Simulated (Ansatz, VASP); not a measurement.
## One calculation of Al, two programs

```xyz
4
Lattice="2.2513 0.0000 0.0000 -1.1257 1.9497 0.0000 0.0000 0.0000 7.3149" Properties=species:S:1:pos:R:3 pbc="T T T"
Al    0.0000    0.0000    0.0000
Al    0.0000    0.0000    3.6574
Al    0.0000    1.2998    1.8287
Al    1.1257    0.6499    5.4861
```

Change from the starting cell: volume scaled by 0.4, crystal datasets.

Alike in both runs: task single point; functional PBE; k mesh 10 × 10 × 7; occupations fermi-dirac, width 0.05 eV; no spin polarisation.

```csv
,VASP,Ansatz
version,VASP 6.6.1,Ansatz 0.2.0
potentials or method,"VASP PAW PBE potentials, release 64 (Al), cutoff 520 eV","all-electron PAW with datasets made for the crystal, scalar-relativistic"
```

|  | VASP | Ansatz | Ansatz less VASP |
| --- | --- | --- | --- |
| pressure (GPa) | 252.5 | 249.9 | -2.69 |
| largest component of the traceless stress (GPa) | 0.08 | 0.11 | +0.028 |

Ansatz ran all-electron here, so the differences hold the error of VASP's frozen core and of both bases.

Caveats: the cell as given lies far from equilibrium; so large a pressure means that the cell lies far from this level's equilibrium, or that cutoff or potentials fall short (VASP).
